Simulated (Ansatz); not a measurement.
CaO (rocksalt), relaxed with r2SCAN in Ansatz. It is cubic, Fm-3m (No. 225); a = 4.795 Å in the conventional setting, 13.78 Å³ an atom. Around Ca lie 6 O at 2.40 Å; around O lie 6 Ca at 2.40 Å.

The axes x, y and z are those of this cell:
```yaml
crystal:
  lattice:
    - [0.00000, 2.39755, 2.39755]
    - [2.39755, 0.00000, 2.39755]
    - [2.39755, 2.39755, 0.00000]
  atoms:
    - { symbol: Ca, position: [0.00000, 0.00000, 0.00000] }
    - { symbol: O, position: [0.50000, 0.50000, 0.50000] }
```

Unstrained: The PBE gap is indirect, 3.653 eV (Γ to X), below the direct gap of 4.025 eV at X. r2SCAN gives an indirect gap of 4.199 eV, from Γ to X; the least direct gap is 4.574 eV at X. With HSE06 the valence top lies at Γ and the conduction bottom at X, 5.312 eV higher; the smallest vertical gap, at X, is 5.733 eV. Meshes: PBE 10×10×10, r2SCAN 10×10×10, HSE06 6×6×6. Strains are changes of length per length, and xy shears are angles. After each strain the atoms were relaxed again with r2SCAN within the symmetry that the strain leaves, so tilts or polar shifts that break it weren't tested; points keep the names that they have in the unstrained zone. Calculated for a static, non-magnetic cell.

Task: Apply epitaxial -2.5 % in the plane normal to [111], free normal strain +1.43 %. How far does the gap move, against the unstrained cell?

Result: PBE: the gap goes from 3.653 to 3.580 eV (-0.073 eV); with r2SCAN the top three valence levels at Γ, degenerate before, become 2+1 from the top over 142 meV. r2SCAN: the gap goes from 4.199 to 4.126 eV (-0.073 eV). HSE06: the gap goes from 5.312 to 5.245 eV (-0.067 eV). The r2SCAN energy rises by 14.0 meV an atom.

Task: One strain changed the r2SCAN stress by xx +0.01, yy +0.01, zz -0.03, xy +1.59 GPa (compression positive) and the gap by -0.036 eV (PBE), -0.038 eV (r2SCAN), -0.037 eV (HSE06). Which kind of strain was it, and roughly how large?

Result: Xy shear, engineering strain (angle) -2.0 %. The pattern of the stress gives the kind; the size needs the stiffness, so it is an estimate.

Task: Apply epitaxial +4.0 % in the xy plane, free normal strain -1.89 %. How far does the gap move, against the unstrained cell?

Result: PBE: the gap goes from 3.653 to 3.463 eV (-0.190 eV); the X points, equivalent before, split by 198 meV, and the conduction bottom lies at those like (1/2, 1/2, 0); with r2SCAN the top three valence levels at Γ, degenerate before, become 1+2 from the top over 122 meV. r2SCAN: the gap goes from 4.199 to 3.997 eV (-0.202 eV); the X points, equivalent before, split by 213 meV, and the conduction bottom lies at those like (1/2, 1/2, 0). HSE06: the gap goes from 5.312 to 5.126 eV (-0.186 eV); the X points, equivalent before, split by 222 meV, and the conduction bottom lies at those like (1/2, 1/2, 0). The r2SCAN energy rises by 30.6 meV an atom.

Task: Estimate what isotropic +1.0 % on every length does to the gap.

Result: PBE: the gap goes from 3.653 to 3.659 eV (+0.006 eV). r2SCAN: the gap goes from 4.199 to 4.204 eV (+0.005 eV). HSE06: the gap goes from 5.312 to 5.311 eV (-0.001 eV). The r2SCAN energy rises by 4.4 meV an atom.

Task: Estimate what uniaxial -5.0 % along z, other directions held does to the gap.

Result: PBE: the gap goes from 3.653 to 3.404 eV (-0.249 eV); the X points, equivalent before, split by 188 meV, and the conduction bottom lies at those like (1/2, 1/2, 0); with r2SCAN the top three valence levels at Γ, degenerate before, become 1+2 from the top over 170 meV. r2SCAN: the gap goes from 4.199 to 3.943 eV (-0.256 eV); the X points, equivalent before, split by 202 meV, and the conduction bottom lies at those like (1/2, 1/2, 0). HSE06: the gap goes from 5.312 to 5.091 eV (-0.221 eV); the X points, equivalent before, split by 208 meV, and the conduction bottom lies at those like (1/2, 1/2, 0). The r2SCAN energy rises by 30.8 meV an atom.

The meshes of the hybrids are coarse, so their gaps aren't converged to the digits shown.

The splittings at Γ are without spin-orbit coupling, which regroups them where it is of like size or larger.
